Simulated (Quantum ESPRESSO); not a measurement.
# black arsenene, 1 layer: a series in strain along the second axis, part 4 of 6

What law, if any, do the results for black arsenene, 1 layer follow against strain along the second axis?

Quantum ESPRESSO 7.5; plane-wave DFT, PBE, GBRV ultrasoft pseudopotentials.

So far. Step 3 (Relaxing the ions, -4 %): The relaxation lowers the energy by 1 meV an atom. Step 6 (Band structure, -4 %): Along this path the valence top lies near X and the conduction bottom at Γ.

## 7. Relaxation with pw.x, -3 %

Contents of m1.relax.in:

```
&control
  prefix = 'm1.relax'
  outdir = './out'
  pseudo_dir = './pseudo'
  nstep = 40
  forc_conv_thr = 0.0003
  calculation = 'relax'
  tstress = .true.
/
&system
  ibrav = 0
  nat = 4
  ntyp = 1
  ecutwfc = 50
  ecutrho = 250
  occupations = 'smearing'
  smearing = 'fd'
  degauss = 0.002
/
&electrons
  conv_thr = 1e-09
  mixing_beta = 0.4
  electron_maxstep = 120
  mixing_mode = 'plain'
/
&ions
/
ATOMIC_SPECIES
  As  74.9216  as_pbe_v1.uspp.F.UPF
CELL_PARAMETERS angstrom
  4.75588071800000 0.00000000000000 0.00000000000000
  0.00000000000000 3.58136722617000 0.00000000000000
  0.00000000000000 0.00000000000000 17.48000000000000
ATOMIC_POSITIONS crystal
  As  0.070991666800 0.000000000000 0.431291237100
  As  0.429148043300 0.500000000000 0.431282668500
  As  0.570851956700 0.500000000000 0.568717331500
  As  0.929008333200 0.000000000000 0.568708762900
K_POINTS automatic
  8 8 1 0 0 0
```

Started as:

```
> OMP_NUM_THREADS=1 mpirun -n 4 pw.x -nk 4 -in m1.relax.in > m1.relax.out
```

The log of the run:

```text
[banner, memory and clock lines left out]
Program PWSCF v.7.5 starts
[...]
Message from routine setup:
[...]
number of electrons       =        20.00
     number of Kohn-Sham states=           14
     kinetic-energy cutoff     =      50.0000  Ry
     charge density cutoff     =     250.0000  Ry
[...]
number of k points=    25  Fermi-Dirac smearing, width (Ry)=  0.0020
[...]
Dense  grid:   134041 G-vectors     FFT dimensions: (  45,  36, 180)
[...]
negative rho (up, down):  1.296E-04 0.000E+00
     Starting wfcs are   16 randomized atomic wfcs
[...]
negative rho (up, down):  2.470E-05 0.000E+00
[...]
estimated scf accuracy    <       0.04212046 Ry
[...]
negative rho (up, down):  6.759E-05 0.000E+00
[...]
estimated scf accuracy    <       0.01273008 Ry
[...]
negative rho (up, down):  9.316E-05 0.000E+00
[...]
estimated scf accuracy    <       0.00026945 Ry
[...]
negative rho (up, down):  1.136E-04 0.000E+00
[...]
estimated scf accuracy    <       0.00007735 Ry
[...]
negative rho (up, down):  1.255E-04 0.000E+00
[...]
estimated scf accuracy    <       0.00004029 Ry
[...]
negative rho (up, down):  1.343E-04 0.000E+00
[...]
estimated scf accuracy    <       0.00000289 Ry
[...]
negative rho (up, down):  1.395E-04 0.000E+00
[...]
estimated scf accuracy    <       0.00000138 Ry
[...]
negative rho (up, down):  1.426E-04 0.000E+00
[...]
estimated scf accuracy    <       0.00000005 Ry
[...]
negative rho (up, down):  1.447E-04 0.000E+00
[...]
estimated scf accuracy    <       0.00000007 Ry
[...]
negative rho (up, down):  1.459E-04 0.000E+00
[...]
estimated scf accuracy    <       0.00000001 Ry
[...]
negative rho (up, down):  1.478E-04 0.000E+00
[...]
the Fermi energy is    -0.8932 ev
!    total energy              =    -161.07328914 Ry
     estimated scf accuracy    <          1.6E-10 Ry
     smearing contrib. (-TS)   =      -0.00000002 Ry
     internal energy E=F+TS    =    -161.07328912 Ry
[...]
one-electron contribution =    -234.00130431 Ry
     hartree contribution      =     121.53520610 Ry
     xc contribution           =    -126.09097123 Ry
     ewald contribution        =      77.48378032 Ry
     convergence has been achieved in  11 iterations
     negative rho (up, down):  1.478E-04 0.000E+00
[...]
Total force =     0.012107     Total SCF correction =     0.000025
[...]
negative rho (up, down):  1.478E-04 0.000E+00
[...]
negative rho (up, down):  1.472E-04 0.000E+00
[...]
negative rho (up, down):  1.473E-04 0.000E+00
[...]
estimated scf accuracy    <       0.00000261 Ry
[...]
negative rho (up, down):  1.475E-04 0.000E+00
[...]
estimated scf accuracy    <       0.00000060 Ry
[...]
negative rho (up, down):  1.477E-04 0.000E+00
[...]
estimated scf accuracy    <       0.00000005 Ry
[...]
negative rho (up, down):  1.478E-04 0.000E+00
[...]
estimated scf accuracy    <          7.2E-09 Ry
[...]
negative rho (up, down):  1.480E-04 0.000E+00
[...]
the Fermi energy is    -0.8889 ev
!    total energy              =    -161.07341068 Ry
     estimated scf accuracy    <          7.8E-10 Ry
     smearing contrib. (-TS)   =      -0.00000002 Ry
     internal energy E=F+TS    =    -161.07341066 Ry
[...]
one-electron contribution =    -233.86036031 Ry
     hartree contribution      =     121.46826673 Ry
     xc contribution           =    -126.08527934 Ry
     ewald contribution        =      77.40396226 Ry
     convergence has been achieved in   5 iterations
     negative rho (up, down):  1.480E-04 0.000E+00
[...]
Total force =     0.007995     Total SCF correction =     0.000034
[...]
negative rho (up, down):  1.480E-04 0.000E+00
[...]
negative rho (up, down):  1.473E-04 0.000E+00
[...]
negative rho (up, down):  1.474E-04 0.000E+00
[...]
estimated scf accuracy    <       0.00000322 Ry
[...]
negative rho (up, down):  1.476E-04 0.000E+00
[...]
estimated scf accuracy    <       0.00000074 Ry
[...]
negative rho (up, down):  1.478E-04 0.000E+00
[...]
estimated scf accuracy    <       0.00000006 Ry
[...]
negative rho (up, down):  1.480E-04 0.000E+00
[...]
estimated scf accuracy    <          9.3E-09 Ry
[...]
negative rho (up, down):  1.480E-04 0.000E+00
[...]
estimated scf accuracy    <          1.3E-09 Ry
[...]
negative rho (up, down):  1.481E-04 0.000E+00
[...]
estimated scf accuracy    <          5.1E-10 Ry
[...]
negative rho (up, down):  1.481E-04 0.000E+00
[...]
estimated scf accuracy    <          1.7E-11 Ry
[...]
negative rho (up, down):  1.482E-04 0.000E+00
[...]
the Fermi energy is    -0.8849 ev
!    total energy              =    -161.07348766 Ry
     estimated scf accuracy    <          1.1E-11 Ry
     smearing contrib. (-TS)   =      -0.00000002 Ry
     internal energy E=F+TS    =    -161.07348764 Ry
[...]
one-electron contribution =    -233.68125412 Ry
     hartree contribution      =     121.38258353 Ry
     xc contribution           =    -126.07878864 Ry
     ewald contribution        =      77.30397158 Ry
     convergence has been achieved in   8 iterations
     negative rho (up, down):  1.482E-04 0.000E+00
[...]
Total force =     0.003663     Total SCF correction =     0.000004
[...]
negative rho (up, down):  1.482E-04 0.000E+00
[...]
negative rho (up, down):  1.475E-04 0.000E+00
[...]
negative rho (up, down):  1.476E-04 0.000E+00
[...]
estimated scf accuracy    <       0.00000238 Ry
[...]
negative rho (up, down):  1.479E-04 0.000E+00
[...]
estimated scf accuracy    <       0.00000055 Ry
[...]
negative rho (up, down):  1.481E-04 0.000E+00
[...]
estimated scf accuracy    <       0.00000005 Ry
[...]
negative rho (up, down):  1.482E-04 0.000E+00
[...]
estimated scf accuracy    <          7.1E-09 Ry
[...]
negative rho (up, down):  1.483E-04 0.000E+00
[...]
estimated scf accuracy    <          9.8E-10 Ry
[...]
negative rho (up, down):  1.483E-04 0.000E+00
[...]
estimated scf accuracy    <          6.2E-10 Ry
[...]
negative rho (up, down):  1.484E-04 0.000E+00
[...]
the Fermi energy is    -0.8824 ev
!    total energy              =    -161.07350865 Ry
     estimated scf accuracy    <          4.7E-12 Ry
     smearing contrib. (-TS)   =      -0.00000002 Ry
     internal energy E=F+TS    =    -161.07350862 Ry
[...]
one-electron contribution =    -233.50250774 Ry
     hartree contribution      =     121.29651194 Ry
     xc contribution           =    -126.07310178 Ry
     ewald contribution        =      77.20558896 Ry
     convergence has been achieved in   7 iterations
     negative rho (up, down):  1.484E-04 0.000E+00
[...]
Total force =     0.000802     Total SCF correction =     0.000003
[...]
negative rho (up, down):  1.484E-04 0.000E+00
[...]
negative rho (up, down):  1.483E-04 0.000E+00
[...]
negative rho (up, down):  1.483E-04 0.000E+00
[...]
estimated scf accuracy    <       0.00000001 Ry
[...]
negative rho (up, down):  1.483E-04 0.000E+00
[...]
estimated scf accuracy    <          3.1E-09 Ry
[...]
negative rho (up, down):  1.483E-04 0.000E+00
[...]
estimated scf accuracy    <          2.0E-10 Ry
[...]
negative rho (up, down):  1.483E-04 0.000E+00
[...]
estimated scf accuracy    <          3.8E-11 Ry
[...]
negative rho (up, down):  1.483E-04 0.000E+00
[...]
the Fermi energy is    -0.8829 ev
!    total energy              =    -161.07350922 Ry
     estimated scf accuracy    <          6.2E-12 Ry
     smearing contrib. (-TS)   =      -0.00000002 Ry
     internal energy E=F+TS    =    -161.07350920 Ry
[...]
one-electron contribution =    -233.47536454 Ry
     hartree contribution      =     121.28313669 Ry
     xc contribution           =    -126.07268819 Ry
     ewald contribution        =      77.19140685 Ry
     convergence has been achieved in   5 iterations
     negative rho (up, down):  1.483E-04 0.000E+00
[...]
Total force =     0.000573     Total SCF correction =     0.000003
[...]
negative rho (up, down):  1.483E-04 0.000E+00
[...]
```

The job ended after 2 min (4 MPI ranks of Arm Neoverse V1, shared host; peak memory 0.91 GiB).

Relaxation path:

```
step  energy less that of the first step (eV)  largest force (eV/Å)
   1                                   0.0000                0.1571
   2                                  -0.0017                0.1040
   3                                  -0.0027                0.0480
   4                                  -0.0030                0.0106
   5                                  -0.0030                0.0077
```

The relaxed structure:

```cif
data_structure
_symmetry_space_group_name_H-M 'P 1'
_symmetry_Int_Tables_number 1
_cell_length_a 4.7559
_cell_length_b 3.5814
_cell_length_c 17.4800
_cell_angle_alpha 90.000
_cell_angle_beta 90.000
_cell_angle_gamma 90.000
_cell_volume 297.73
loop_
_atom_site_label
_atom_site_type_symbol
_atom_site_fract_x
_atom_site_fract_y
_atom_site_fract_z
_atom_site_occupancy
As1 As 0.06909 0.00000 0.43106 1
As2 As 0.43101 0.50000 0.43107 1
As3 As 0.56899 0.50000 0.56893 1
As4 As 0.93091 0.00000 0.56894 1
```

Read from the output:

- free energy: -2191.5167 eV
- Fermi energy: -0.8829 eV

## 8. SCF with pw.x, -3 %

Contents of m1.scf.in:

```
&control
  prefix = 'm1.scf'
  outdir = './out'
  pseudo_dir = './pseudo'
  calculation = 'scf'
  tprnfor = .true.
/
&system
  ibrav = 0
  nat = 4
  ntyp = 1
  ecutwfc = 40
  ecutrho = 200
  occupations = 'smearing'
  smearing = 'fd'
  degauss = 0.002
  nbnd = 14
/
&electrons
  conv_thr = 1e-09
  mixing_beta = 0.4
  electron_maxstep = 120
  mixing_mode = 'plain'
/
ATOMIC_SPECIES
  As  74.9216  as_pbe_v1.uspp.F.UPF
CELL_PARAMETERS angstrom
  4.75588071800000 0.00000000000000 0.00000000000000
  0.00000000000000 3.58136722617000 0.00000000000000
  0.00000000000000 0.00000000000000 17.48000000000000
ATOMIC_POSITIONS crystal
  As  0.069085617900 0.000000000000 0.431064484400
  As  0.431005709700 0.500000000000 0.431065933900
  As  0.568994290300 0.500000000000 0.568934066100
  As  0.930914382100 0.000000000000 0.568935515600
K_POINTS automatic
  8 8 1 0 0 0
```

Started as:

```
> OMP_NUM_THREADS=1 mpirun -n 4 pw.x -nk 4 -in m1.scf.in > m1.scf.out
```

The log of the run:

```text
[banner, memory and clock lines left out]
Program PWSCF v.7.5 starts
[...]
Message from routine setup:
[...]
number of electrons       =        20.00
     number of Kohn-Sham states=           14
     kinetic-energy cutoff     =      40.0000  Ry
     charge density cutoff     =     200.0000  Ry
[...]
number of k points=    25  Fermi-Dirac smearing, width (Ry)=  0.0020
[...]
Dense  grid:    95975 G-vectors     FFT dimensions: (  45,  32, 150)
[...]
negative rho (up, down):  1.555E-04 0.000E+00
     Starting wfcs are   16 randomized atomic wfcs
[...]
negative rho (up, down):  2.362E-04 0.000E+00
[...]
estimated scf accuracy    <       0.04148379 Ry
[...]
negative rho (up, down):  3.372E-04 0.000E+00
[...]
estimated scf accuracy    <       0.01249238 Ry
[...]
negative rho (up, down):  3.540E-04 0.000E+00
[...]
estimated scf accuracy    <       0.00026723 Ry
[...]
negative rho (up, down):  3.630E-04 0.000E+00
[...]
estimated scf accuracy    <       0.00005953 Ry
[...]
negative rho (up, down):  3.674E-04 0.000E+00
[...]
estimated scf accuracy    <       0.00002445 Ry
[...]
negative rho (up, down):  3.727E-04 0.000E+00
[...]
estimated scf accuracy    <       0.00000308 Ry
[...]
negative rho (up, down):  3.757E-04 0.000E+00
[...]
estimated scf accuracy    <       0.00000088 Ry
[...]
negative rho (up, down):  3.779E-04 0.000E+00
[...]
estimated scf accuracy    <       0.00000004 Ry
[...]
negative rho (up, down):  3.792E-04 0.000E+00
[...]
estimated scf accuracy    <       0.00000003 Ry
[...]
negative rho (up, down):  3.801E-04 0.000E+00
[...]
estimated scf accuracy    <          7.0E-09 Ry
[...]
negative rho (up, down):  3.815E-04 0.000E+00
[...]
the Fermi energy is    -0.8826 ev
!    total energy              =    -161.07318570 Ry
     estimated scf accuracy    <          9.4E-11 Ry
     smearing contrib. (-TS)   =      -0.00000002 Ry
     internal energy E=F+TS    =    -161.07318568 Ry
[...]
one-electron contribution =    -233.47167932 Ry
     hartree contribution      =     121.28249459 Ry
     xc contribution           =    -126.07540779 Ry
     ewald contribution        =      77.19140684 Ry
     convergence has been achieved in  11 iterations
     negative rho (up, down):  3.815E-04 0.000E+00
[...]
Total force =     0.000706     Total SCF correction =     0.000019
[...]
```

Run time: 25 s. Hardware: 4 MPI ranks; peak memory 0.44 GiB; 99 s of CPU time.

Numbers from this step:

```
free energy                          : -2191.5123 eV
Fermi energy                         : -0.8826 eV
valence top, on the run's zero       : -1.205 eV
conduction bottom, on the run's zero : -0.5794 eV
gap by band count                    : 0.6253 eV
```

(Part 4 of 6 ends here.)

[Logs are printed without paths, hosts, clocks, repeated set-up lines and the standing remarks that a program may print on its own settings, such as how far it seeks lower states.]

[Hosts, paths, dates, database ids (printed as entryN), source tags and the programs' standing remarks are cut or masked in the printed files.]

[Maps of the electrostatic potential energy from Ansatz leave out the sawtooth potential of an applied field or a dipole correction, so their vacuum need not be flat; planar profiles and work functions include it.]
